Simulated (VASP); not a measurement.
Method: r2SCAN+rVV10, VASP's PBE PAW potentials (set 64) (plane waves; VASP).

VASP input:

### KPOINTS
```
Automatic mesh
0
Gamma
6 6 6
0 0 0
```

**POSCAR**
```
CsCl
1
    4.0889733142     0.0000000000    -0.0000000000
    0.0000000000     4.0889733142    -0.0000000000
    0.0000000000     0.0000000000     4.0889733142
Cs Cl
1 1
Direct
  0.0000000000   0.0000000000   0.0000000000
  0.5000000000   0.5000000000   0.5000000000
```

### INCAR
```
SYSTEM = CsCl
PREC = Accurate
ENCUT = 520
EDIFF = 1E-6
NELM = 100
ALGO = Normal
LREAL = .FALSE.
LASPH = .TRUE.
ISMEAR = 0
SIGMA = 0.05
METAGGA = R2SCAN
LUSE_VDW = .TRUE.
BPARAM = 11.95
CPARAM = 0.0093
LMIXTAU = .TRUE.
LMAXMIX = 4
LWAVE = .FALSE.
LCHARG = .FALSE.
IBRION = 2
ISIF = 3
NSW = 60
EDIFFG = -0.01
```

POTCAR, in this order: Cs_sv Cl (PBE.64 set). Program: vasp_std.

What VASP printed:

OSZICAR:
```
       N       E                     dE             d eps       ncg     rms          rms(c)
DAV:   1     0.629046924193E+02    0.62905E+02   -0.72423E+03   480   0.119E+03
DAV:   2    -0.326134518402E+02   -0.95518E+02   -0.87682E+02   752   0.190E+02
DAV:   3    -0.389613390473E+02   -0.63479E+01   -0.63294E+01   604   0.565E+01
DAV:   4    -0.390239145485E+02   -0.62576E-01   -0.62550E-01   552   0.664E+00
DAV:   5    -0.390247964872E+02   -0.88194E-03   -0.88185E-03   604   0.785E-01    0.239E+00
DAV:   6    -0.349680594625E+02    0.40567E+01   -0.79719E-01   536   0.883E+00    0.268E+00
DAV:   7    -0.343036472956E+02    0.66441E+00   -0.65400E-01   524   0.752E+00    0.576E-01
DAV:   8    -0.353441612415E+02   -0.10405E+01   -0.44605E-01   500   0.651E+00    0.123E+00
DAV:   9    -0.348534996497E+02    0.49066E+00   -0.29226E-01   480   0.694E+00    0.660E-01
DAV:  10    -0.349344328556E+02   -0.80933E-01   -0.32997E-01   480   0.621E+00    0.175E-01
DAV:  11    -0.349508143862E+02   -0.16382E-01   -0.89450E-03   568   0.130E+00    0.200E-01
DAV:  12    -0.349510498395E+02   -0.23545E-03   -0.15189E-03   508   0.581E-01    0.140E-01
DAV:  13    -0.349587547814E+02   -0.77049E-02   -0.48477E-03   496   0.933E-01    0.288E-02
DAV:  14    -0.349591682684E+02   -0.41349E-03   -0.26017E-04   560   0.258E-01    0.773E-03
DAV:  15    -0.349591806022E+02   -0.12334E-04   -0.65695E-06   564   0.322E-02    0.481E-03
DAV:  16    -0.349591881287E+02   -0.75265E-05   -0.58573E-05   500   0.104E-01    0.245E-03
DAV:  17    -0.349592075279E+02   -0.19399E-04   -0.11450E-05   500   0.461E-02    0.243E-03
DAV:  18    -0.349592066109E+02    0.91697E-06   -0.53209E-07   392   0.743E-03
   1 F= -.34959207E+02 E0= -.34959207E+02  d E =-.349592E+02
```

File OUTCAR:
```
------------------------ aborting loop because EDIFF is reached ----------------------------------------
  FORCE on cell =-STRESS in cart. coord.  units (eV):
  Direction    XX          YY          ZZ          XY          YZ          ZX
  --------------------------------------------------------------------------------------
  Total        0.0063226      0.0063226      0.0063226     -0.0000000      0.0000000     -0.0000000
  in kB        0.1481706      0.1481706      0.1481706     -0.0000000      0.0000000     -0.0000000
  external PRESSURE =       0.1481706 kB  Pullay stress =       0.0000000 kB
  volume of cell :       68.37
      direct lattice vectors                 reciprocal lattice vectors
     4.088973314  0.000000000  0.000000000     0.244560168  0.000000000  0.000000000
     0.000000000  4.088973314  0.000000000     0.000000000  0.244560168  0.000000000
     0.000000000  0.000000000  4.088973314     0.000000000  0.000000000  0.244560168
 POSITION                                       TOTAL-FORCE (eV/Angst)
 -----------------------------------------------------------------------------------
      0.00000      0.00000      0.00000         0.000000      0.000000      0.000000
      2.04449      2.04449      2.04449         0.000000      0.000000      0.000000
 -----------------------------------------------------------------------------------
    total drift:                                0.000000      0.000000     -0.000000
  FREE ENERGIE OF THE ION-ELECTRON SYSTEM (eV)
  ---------------------------------------------------
  free  energy   TOTEN  =       -34.9592066109 eV

  energy  without entropy=      -34.9592066109  energy(sigma->0) =      -34.95920661

 reached required accuracy - stopping structural energy minimisation
```
(Selected blocks of OUTCAR.)

The compound is CsCl in the CsCl type structure. It was relaxed first. The start is the result of an earlier pass.
